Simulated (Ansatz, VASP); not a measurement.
# Cross-check of Hf16O33 between VASP and Ansatz, part 2 of 2

One calculation is typed for both programs; each brings its own data sets and cutoff. How far apart do they land?  The structure shown is the end of the VASP relaxation below.

VASP 6.6.1 and Ansatz 0.2.0.

So far: Set-up; VASP: relaxation, PBEsol.

**3. Ansatz: single point, PBEsol**

Level of this step: Ansatz beside VASP: Kohn-Sham DFT, plane waves, PBEsol (Ansatz).

Ansatz runs on its default PAW (the set named soft_2) files.

The same cell, functional, mesh and smearing now go to Ansatz, which takes its cutoff from its data sets.

File input.yaml:

```yaml
crystal:
  lattice:
    - [-5.96735314, 5.15509311, 5.20139825]
    - [4.210368, -5.15509311, 5.15304292]
    - [5.96735314, 5.15509311, -5.20139825]
  atoms:
    - { symbol: Hf, position: [0.58436837, 0.49042643, 0.36739623] }
    - { symbol: Hf, position: [0.0875779, 9.522e-05, 0.36831789] }
    - { symbol: Hf, position: [0.0786547, 0.49622723, 0.86524207] }
    - { symbol: Hf, position: [0.58399128, 0.99122449, 0.86803287] }
    - { symbol: Hf, position: [0.86551056, 0.75385474, 0.83641023] }
    - { symbol: Hf, position: [0.37408657, 0.26476352, 0.86107627] }
    - { symbol: Hf, position: [0.3727205, 0.75465121, 0.3386811] }
    - { symbol: Hf, position: [0.87806106, 0.25982426, 0.3395872] }
    - { symbol: Hf, position: [0.41203241, 0.50011136, 0.63208021] }
    - { symbol: Hf, position: [0.91434723, 0.00909402, 0.63207543] }
    - { symbol: Hf, position: [0.91529662, 0.50905957, 0.13222379] }
    - { symbol: Hf, position: [0.42074316, 0.00358719, 0.13491096] }
    - { symbol: Hf, position: [0.12537617, 0.23571715, 0.14013021] }
    - { symbol: Hf, position: [0.63405102, 0.74626252, 0.16373572] }
    - { symbol: Hf, position: [0.62130768, 0.24013067, 0.66058955] }
    - { symbol: Hf, position: [0.12624286, 0.74525985, 0.66138355] }
    - { symbol: O, position: [0.56877913, 0.4756654, 0.14314918], spin: 0.6 }
    - { symbol: O, position: [0.01385887, 0.96080229, 0.11594625] }
    - { symbol: O, position: [0.00197152, 0.46145643, 0.61650123] }
    - { symbol: O, position: [0.50884984, 0.95234295, 0.61868843] }
    - { symbol: O, position: [0.65237718, 0.78057573, 0.80921451] }
    - { symbol: O, position: [0.14918573, 0.29681463, 0.77057707], spin: 0.6 }
    - { symbol: O, position: [0.16531288, 0.79792697, 0.30415434] }
    - { symbol: O, position: [0.66254098, 0.28862772, 0.3037433] }
    - { symbol: O, position: [0.48557964, 0.53930001, 0.88445197] }
    - { symbol: O, position: [0.93267392, 0.02488845, 0.85758734] }
    - { symbol: O, position: [0.9907248, 0.54763284, 0.38157104] }
    - { symbol: O, position: [0.49746106, 0.03841135, 0.38369242] }
    - { symbol: O, position: [0.35026838, 0.20288854, 0.23045575], spin: 0.6 }
    - { symbol: O, position: [0.84730953, 0.7199844, 0.19096468] }
    - { symbol: O, position: [0.83680748, 0.21128554, 0.69635377] }
    - { symbol: O, position: [0.33411304, 0.70228457, 0.69628] }
    - { symbol: O, position: [0.85987987, 0.71276078, 0.59651977] }
    - { symbol: O, position: [0.36177679, 0.21419918, 0.60047832] }
    - { symbol: O, position: [0.36136571, 0.70959985, 0.09287948] }
    - { symbol: O, position: [0.86232614, 0.2171517, 0.09692817] }
    - { symbol: O, position: [0.38222365, 0.5351003, 0.39401488] }
    - { symbol: O, position: [0.88303962, 0.03775787, 0.39697767] }
    - { symbol: O, position: [0.87685317, 0.53513826, 0.89604196] }
    - { symbol: O, position: [0.38732016, 0.0316383, 0.90056833] }
    - { symbol: O, position: [0.13776343, 0.28600528, 0.40003161] }
    - { symbol: O, position: [0.63900982, 0.78680647, 0.40310852] }
    - { symbol: O, position: [0.63715599, 0.2827331, 0.90324719] }
    - { symbol: O, position: [0.13798186, 0.79042577, 0.90725298] }
    - { symbol: O, position: [0.6164779, 0.46237272, 0.6033201] }
    - { symbol: O, position: [0.11713823, 0.96508816, 0.60665724] }
    - { symbol: O, position: [0.1118935, 0.46847843, 0.09975933] }
    - { symbol: O, position: [0.622661, 0.9649644, 0.10416421] }
    - { symbol: O, position: [0.25128649, 0.25188039, 0.00237818], spin: 0.6 }
total_charge: -1
hamiltonian:
  xc: pbesol
  pseudopotentials: { kind: paw }
magnetization:
  spin_polarized: true
kpoints:
  mp_grid: { grid: [2, 2, 2] }
scf:
  occupations: { method: gaussian, width: 0.05 }
  n_extra_bands: 19
output:
  forces: true
  eigenvalues: true
```

The run is started by

```sh
$ ansatz run input.yaml --threads 8 --pin off --max-ram 18432MiB --backend cpu --events-out ev --progress --plain --runs-dir out
```

Numbers of over 12 decimals in the logs are rounded to 6 here.

The log of the run:

```text
Warning: the band count 327 (scf.n_extra_bands) hosts the net moment |M| = 2.4000 μB (N_el = 615) but caps the reachable moment at 2·n_bands − N_el = 39.0000 μB, below the 371 bands that the automatic rule leaves for it — a moment growing past the seed, or the majority channel's smearing tail, pins there with fewer empty majority states than that count leaves; raise or omit scf.n_extra_bands unless the cap is intended
scf.n_extra_bands = 19 over 308 filled bands (N_el = 615.0): the run solves 327 bands
Engine: ansatz 0.2.0, aarch64-unknown-linux-gnu
Pseudopotentials: kind: paw
Pseudopotential: Hf, paw, valence charge 26, recommended cutoff 420 eV (normal), Hf.paw.azcp
Pseudopotential: O, paw, valence charge 6, recommended cutoff 420 eV (normal), O.paw.azcp
Functional definition: PBEsol
  exchange = pbesol_x
  correlation = pbesol_c
Crystal: 49 atoms, lattice volume = 542.830 Å³
Basis set: ecut = 420 eV, 10581 PW (Γ), exchange–correlation on 128×120×128 points (8 copies of the dense FFT grid, shifted against one another)
Bands: 327, of which v1, the nominal top of the filled ones, is band 308 counted from 1 (307 counted from 0)
Symmetry: 1 space group operations
Space group: P1 (ITA 1), of the structure as read, at distance tolerance 8.2e-5 Å
Magnetic group: BNS 1.1 (UNI 1), of the structure as read, at distance tolerance 8.2e-5 Å
k-points: 8
Non-local potential: Hf, projectors of the file, l = 0: 3, l = 1: 2, l = 2: 2, l = 3: 3
Non-local potential: O, projectors of the file, l = 0: 2, l = 1: 2, l = 2: 1
PAW form: soft (Blöchl's): semilocal exchange-correlation on the pseudo side does not see the compensation charge
PAW frozen core: Hf, regenerated for the run's functional, and the local potential with it (the file was generated under x = pbe(κ = 0.804, μ = 0.219515), c = pbe(β = 0.066725))
PAW frozen core: O, regenerated for the run's functional, and the local potential with it (the file was generated under x = pbe(κ = 0.804, μ = 0.219515), c = pbe(β = 0.066725))
PAW one-centre angular grid: Hf, 590 points (default); XC on 64 Gauss nodes
PAW one-centre angular grid: O, 110 points (default); XC on 64 Gauss nodes
Initial density: superposition of atomic densities (chi_scale 0.1, normalization cell, long waves kept (reshape's long-wave potential 0.07 eV rms))
Starting moments: Σ|m| = 2.4 μB on 4 of 49 sites
Initial wavefunctions: pseudopotential atomic-orbital guess
Functional: x = pbesol(κ = 0.804, μ = 0.123457), c = pbesol(β = 0.046)
SCF iter   1: F=—  HF=-268151.368528 eV  |F-HF|=—  |Δ(HF+E_count)|=         —  Δρ=4.88e-2 (↑4.88e-2 ↓4.60e-2)  dr2=4.21e1  dr2_m=5.54e-1  M=1.000 μB ∫|m|=1.311 μB  β_m=0.30  ethr=3.10e-3  ⟨swp⟩=5.1  Hψ=17272  notcnv=0
Mixer restart at iter 1: flushing history
preconditioner: auto → Resta (q_TF=auto, 2.786 Å⁻¹)  ε∞=6.0  [insulator: Δε(μ)=0.283 eV  Ē_g=17.215 eV  σ=0.050 eV  W_gap=1.00  n_scr=202 (ndim 8)  ℏωp=38.5 eV  f_vac=0.004  D(μ)=0.00/eV (n_scr^D=0)  ε∞_Penn≈6.0]
spin=Collinear: Resta preconditioning applied to the charge; magnetization (m = ρ↑ − ρ↓) channel mixes plain (no charge-response kernel on spin).
SCF iter   2: F=—  HF=-268142.835346 eV  |F-HF|=—  |Δ(HF+E_count)|=    8.53e0  Δρ=2.93e-2 (↑2.83e-2 ↓2.93e-2)  dr2=1.50e1  dr2_m=3.52e-1  M=1.000 μB ∫|m|=1.262 μB  β_m=0.47  ethr=3.10e-3  ⟨swp⟩=2.0  Hψ=10092  notcnv=0  defer=196
SCF iter   3: F=—  HF=-268144.133051 eV  |F-HF|=—  |Δ(HF+E_count)|=    1.30e0  Δρ=1.29e-2 (↑1.19e-2 ↓1.29e-2)  dr2=3.27e0  dr2_m=6.10e-2  M=1.000 μB ∫|m|=1.197 μB  β_m=0.59  ethr=2.44e-3  ⟨swp⟩=2.1  Hψ=6712  notcnv=0  defer=203
SCF iter   4: F=—  HF=-268144.665863 eV  |F-HF|=—  |Δ(HF+E_count)|=   5.33e-1  Δρ=4.38e-3 (↑4.38e-3 ↓4.18e-3)  dr2=2.85e-1  dr2_m=1.19e-3  M=1.000 μB ∫|m|=1.147 μB  β_m=0.70  ethr=5.31e-4  ⟨swp⟩=3.0  Hψ=11040  notcnv=0  defer=203
SCF iter   5: F=—  HF=-268144.779740 eV  |F-HF|=—  |Δ(HF+E_count)|=   1.14e-1  Δρ=1.75e-3 (↑1.67e-3 ↓1.75e-3)  dr2=7.67e-2  dr2_m=1.82e-4  M=1.000 μB ∫|m|=1.142 μB  β_m=0.83  ethr=4.63e-5  ⟨swp⟩=2.0  Hψ=9022  notcnv=0  defer=203
SCF iter   6: F=—  HF=-268144.777763 eV  |F-HF|=—  |Δ(HF+E_count)|=   1.98e-3  Δρ=5.07e-4 (↑5.07e-4 ↓4.94e-4)  dr2=4.82e-3  dr2_m=7.25e-5  M=1.000 μB ∫|m|=1.139 μB  β_m=0.86  ethr=1.25e-5  ⟨swp⟩=2.0  Hψ=9936  notcnv=0  defer=203
SCF iter   7: F=—  HF=-268144.780856 eV  |F-HF|=—  |Δ(HF+E_count)|=   3.09e-3  Δρ=3.02e-4 (↑2.79e-4 ↓3.02e-4)  dr2=1.79e-3  dr2_m=3.82e-6  M=1.000 μB ∫|m|=1.139 μB  β_m=0.93  ethr=7.84e-7  ⟨swp⟩=2.0  Hψ=10492  notcnv=0  defer=203
SCF iter   8: F=—  HF=-268144.781879 eV  |F-HF|=—  |Δ(HF+E_count)|=   1.02e-3  Δρ=2.24e-4 (↑2.24e-4 ↓2.14e-4)  dr2=8.12e-4  dr2_m=2.77e-6  M=1.000 μB ∫|m|=1.140 μB  β_m=0.77  ethr=2.90e-7  ⟨swp⟩=2.0  Hψ=10152  notcnv=0  defer=203
SCF iter   9: F=—  HF=-268144.781704 eV  |F-HF|=—  |Δ(HF+E_count)|=   1.75e-4  Δρ=4.44e-5 (↑4.44e-5 ↓4.09e-5)  dr2=3.50e-5  dr2_m=2.47e-7  M=1.000 μB ∫|m|=1.140 μB  β_m=0.80  ethr=1.32e-7  ⟨swp⟩=2.0  Hψ=10128  notcnv=0  defer=203
SCF iter  10: F=—  HF=-268144.781750 eV  |F-HF|=—  |Δ(HF+E_count)|=   4.63e-5  Δρ=2.42e-5 (↑2.40e-5 ↓2.42e-5)  dr2=1.07e-5  dr2_m=2.83e-7  M=1.000 μB ∫|m|=1.140 μB  β_m=0.75  ethr=5.68e-9  ⟨swp⟩=2.5  Hψ=10245  notcnv=0  defer=203
SCF iter  11: F=—  HF=-268144.781751 eV  |F-HF|=—  |Δ(HF+E_count)|=   8.10e-7  Δρ=1.13e-5 (↑1.11e-5 ↓1.13e-5)  dr2=2.32e-6  dr2_m=5.13e-8  M=1.000 μB ∫|m|=1.140 μB  β_m=0.75  ethr=1.73e-9  ⟨swp⟩=2.0  Hψ=10237  notcnv=0  defer=203
SCF iter  12: F=—  HF=-268144.781751 eV  |F-HF|=—  |Δ(HF+E_count)|=   3.59e-7  Δρ=4.85e-6 (↑4.37e-6 ↓4.85e-6)  dr2=3.84e-7  dr2_m=4.90e-9  M=1.000 μB ∫|m|=1.140 μB  β_m=0.79  ethr=3.77e-10  ⟨swp⟩=2.0  Hψ=9128  notcnv=0  defer=203
SCF iter  13: F=-268144.781752 eV  HF=-268144.781752 eV  |F-HF|=1.50e-8  |Δ(HF+E_count)|=   1.79e-7  Δρ=1.77e-6 (↑1.77e-6 ↓1.71e-6)  dr2=6.27e-8  dr2_m=5.66e-10  M=1.000 μB ∫|m|=1.140 μB  ethr=1.63e-11  ⟨swp⟩=9.0  Hψ=23960  notcnv=0
SCF 1 converged in 13 iterations: F = -268144.781752 eV  dr2 = 6.27e-8
  greatest PAW one-centre occupation: 0.999 electrons in one spin orbital (limit 2), on the Hf atom at site 5 (counted from 0), in its partial waves of l = 3
SCF converged after 13 iterations
Magnetization: 1.0000 μB (308.0000 up, 307.0000 down)
Absolute magnetization: 1.1419 μB (∫|ρ↑−ρ↓|, with the PAW one-centre terms)
Spin contamination: 0.0044 ħ² per cell (⟨S²⟩ above its minimum at these occupations)
Per-site moments (μB) at R_I (Å): [(-0.00164786, 0.832579), (-6.467045353708417e-5, 0.846601), (-0.000244345, 0.838662), (-7.007133517444643e-5, 0.836629), (0.000247034, 0.832864), (-0.00535694, 0.851852), (0.000212882, 0.834478), (4.239611168161004e-5, 0.838131), (-7.378306689317219e-5, 0.847166), (-0.00137669, 0.832388), (-5.751664514606134e-5, 0.836838), (-0.000276779, 0.838723), (-0.00549894, 0.852235), (0.000264 [...]
Free energy (F): -268144.781752 eV
Harris-Foulkes:  -268144.781752 eV  (|F-HF|=1.50e-8)
Internal energy: -268144.781752 eV  (E = F + TS)
E sigma→0 (E₀):  -268144.781752 eV
Fermi energy:    15.726378 eV
--- Per-component energies (eV) ---
  E_band       = 373.806766
  E_kinetic    = 12569.493309
  E_local      = -96886.726948  (includes V_loc(G=0)·N_el)
  E_nonlocal   = -18191.710235
  E_hartree    = 44353.133157
  E_xc         = -7186.956436
  E_vxc        = -7367.820709  (∫ρ·V_xc dr)
  E_paw        = -113950.646938  (= ΣΔE_a)
  E_vpaw       = 21544.244221  (= ΣTr[D̂ρ^β])
  E_aug_tail   = 0.081767  (compensation charges beyond the density's cutoff)
  E_ewald      = -88872.631394
  E_core_change = 21.181966  (= ΣΔE_core)
  E_smearing   = -0.000000  (= −TS)
  E_closure    = 0.000000  (closes the sum)
  E_deformation_potential = -23.991411  (in the stress; not in F)
  Σ components = -268144.781752   (vs F -268144.781752, Δ=0.00e0)
--- Forces (eV/Å), atoms counted from 1 ---
  atom   1  Hf     0.00142418    -0.02245581     0.06359164
  atom   2  Hf    -0.00348089     0.00297815     0.12387511
  atom   3  Hf     0.02297334     0.00230015     0.10057481
  atom   4  Hf    -0.02758457    -0.02952766     0.05744462
  atom   5  Hf    -0.01513673    -0.02650111    -0.05469410
  atom   6  Hf    -0.00752656     0.02149036    -0.00099112
  atom   7  Hf    -0.03633221     0.08649941    -0.09278361
  atom   8  Hf    -0.03948291    -0.02585659    -0.05953835
  atom   9  Hf     0.02271055    -0.00457419    -0.10791680
  atom  10  Hf    -0.00203100     0.02615366    -0.06911261
  atom  11  Hf     0.01222362     0.03178084    -0.07918681
  atom  12  Hf    -0.02031746    -0.00675316    -0.10425398
  atom  13  Hf    -0.02214832    -0.03312881     0.02122149
  atom  14  Hf     0.02852956     0.02855128     0.04996276
  atom  15  Hf     0.05534814     0.01696069     0.06421668
  atom  16  Hf     0.01414080    -0.04221553     0.11122048
  atom  17  O     -0.02460904     0.06371212     0.00418734
  atom  18  O     -0.03337359     0.00518908    -0.03872492
  atom  19  O     -0.01828972     0.00704507    -0.04399160
  atom  20  O     -0.02197970     0.01127830    -0.03896235
  atom  21  O      0.01760665     0.02434773     0.03518868
  atom  22  O      0.01647865    -0.04311033     0.06114186
  atom  23  O      0.02363792     0.01857240     0.05165780
  atom  24  O      0.02645743     0.00304266     0.02129973
[...]
atom  42  O      0.02990020     0.00816596     0.04090662
  atom  43  O      0.02107893    -0.00309190     0.04297278
  atom  44  O      0.03357634     0.01411818     0.03555977
  atom  45  O     -0.02600850     0.02329140    -0.03321239
  atom  46  O     -0.03664012     0.00611442    -0.05703633
  atom  47  O     -0.00225993    -0.00710772    -0.02905348
  atom  48  O     -0.02744185     0.00976910    -0.04574207
  atom  49  O      0.00852811     0.00183046     0.01064947
  max |Σ_I F_I| component: 6.56e-6 eV/Å
--- Band table (eV; the first three rows and the last of 16) ---
  k-point 0 ↑: bands = [... 304 lower, 14.3703, 14.5075, 14.9237, 14.9898, 18.8881, 18.9241, 18.9912, 19.2500, ... 15 higher]
  k-point 1 ↑: bands = [... 304 lower, 14.1818, 14.2580, 14.9540, 15.0236, 18.9302, 18.9701, 19.0828, 19.0948, ... 15 higher]
  k-point 2 ↑: bands = [... 304 lower, 14.3111, 14.3363, 14.9654, 15.0458, 18.8373, 18.9397, 19.1154, 19.2030, ... 15 higher]
  k-point 7 ↓: bands = [... 304 lower, 14.1737, 14.4530, 15.1617, 16.2208, 18.6954, 18.8879, 19.0392, 19.3304, ... 15 higher]
```

Elapsed: 2 min, on 8 threads of Arm Neoverse N1, shared host; peak memory 6.9 GiB; 16 min of CPU time.

Reading the cycles: dr2 is the Hartree energy of the density residual (eV), the measure of convergence; HF is the Harris–Foulkes estimate of the energy, which meets the free energy F at convergence.

**4. Side by side**

Known differences besides the PAW data sets themselves: the data sets hold 615 valence electrons in Ansatz (default PAW (the set named soft_2) files) and 263 in VASP; the cutoff is 420 eV in Ansatz and 400 eV in VASP (PREC = Normal, projectors in real space); Ansatz makes its cores anew for this functional, VASP keeps those of its PBE data sets; site moments are counted in spheres of each program's own size. Total energies have different zeros and are not compared.

Compared:

| quantity | Ansatz | VASP | difference |
| --- | --- | --- | --- |
| gap on the k mesh (eV) | 0.987 | 0.994 | -0.008 |
| total moment (μB) | 1.00 | 1.00 | 0.00 |
| moment on O49 (μB) | 0.56 | 0.52 | +0.04 |
| moment on O29 (μB) | 0.18 | 0.17 | +0.01 |
| moment on O22 (μB) | 0.17 | 0.16 | +0.01 |

At this near-relaxed geometry the largest component of a force difference is 121 meV/Å.

**5. Looking for the cause**

The difference is large enough to ask for its cause, so further runs change the set-up of one program at a time, as the table lists.

| run | r.m.s. force difference (meV/Å) |
| --- | --- |
| as above | 39 |
| cores kept as stored, as VASP does, whose cores stay as stored | 39 |
| Ansatz's larger PAW set (cutoff 900 eV) | 40 |
| norm-conserving potentials (cutoff 1143 eV) | 53 |

**6. Results**

| Quantity | Value |
| --- | --- |
| r.m.s. force difference (single point, PBEsol) | 39 meV/Å |

In words: The r.m.s. force difference is 39 meV/Å (single point, PBEsol), beyond the 12 meV/Å picked in this series as the mark of a large difference. For single point, PBEsol: no further run halves the r.m.s. force difference; only Ansatz's side was varied. How closely two codes agree says nothing of how well the functional describes the real material.

[Lines on the potential files, build, host, timing and source positions are cut from VASP's logs without a mark.]

[Logs are printed without paths, hosts, clocks, repeated set-up lines and the standing remarks that a program may print on its own settings, such as how far it seeks lower states.]

[Hosts, paths, dates, database ids (printed as entryN), source tags and the programs' standing remarks are cut or masked in the printed files.]
